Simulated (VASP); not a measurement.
Write the native input for VASP 6.6.1 that does the following.

| Property | Result |
| --- | --- |
| Task | relaxation of cell and atoms |
| Functional | PBEsol |
| Potentials or basis | VASP PAW PBE potentials, release 64 (Cd, S) |
| Cutoff | 600 eV |
| k mesh | 6 × 6 × 6 |
| Occupations | fermi-dirac, width 0.05 eV |
| Spin | no spin polarisation |
| Further INCAR settings | ALGO = Normal; EDIFF = 1e-06; IBRION = 2; EDIFFG = -0.01; NSW = 40; ISIF = 3 |

The structure of CdS lies in POSCAR:

```
CdS
1.0
    0.0000000000      2.7532440000      2.7532440000
    2.7532440000      0.0000000000      2.7532440000
    2.7532440000      2.7532440000      0.0000000000
Cd S
1 1
Direct
    0.0000000000      0.0000000000      0.0000000000
    0.5000000000      0.5000000000      0.5000000000
```

Measurements of this composition are mostly on another form, of space group No. 186.

These files were run (other wordings do the same):

INCAR

```
ALGO = Normal ; EDIFF = 1E-6
EDIFFG = -0.01 ; ENCUT = 600
GGA = PS ; IBRION = 2
ISIF = 3 ; ISMEAR = -1
LASPH = True ; LCHARG = False
LREAL = False ; LWAVE = False
NELM = 60 ; NSW = 40
PREC = Accurate ; SIGMA = 0.05
```

KPOINTS

```
k-points
0
Gamma
  6 6 6
```

Potentials or basis: VASP PAW PBE potentials, release 64 (Cd, S).

The run is started by

```sh
$ cat potpaw_PBE.64/Cd/POTCAR potpaw_PBE.64/S/POTCAR > POTCAR
$ mpirun -np 1 vasp_std > vasp.out
```

Results of the run:

```
Relaxed volume                         : 19.78 Å³/atom
Relaxed cell                           : a = 3.825 Å, b = 3.825 Å, c = 3.825 Å, α = 60.00°, β = 60.00°, γ = 60.00°
Space group after relaxing (to 0.05 Å) : Fm-3m (No. 225)
Energy gained by relaxing              : 14.2 meV/atom
Ionic steps                            : 3
Pressure after relaxing                : 0.0 GPa
Band gap on the k mesh                 : 0.13 eV, indirect (least direct gap 1.77 eV)
```

Caveat: the PAW data sets were made with another functional, which shifts forces and pressure a little.

Wall time 21 s on 1 thread of Intel(R) Xeon(R) Platinum 8375C CPU @ 2.90GHz (Ice Lake), with other jobs on the host, peak memory 0.19 GiB.
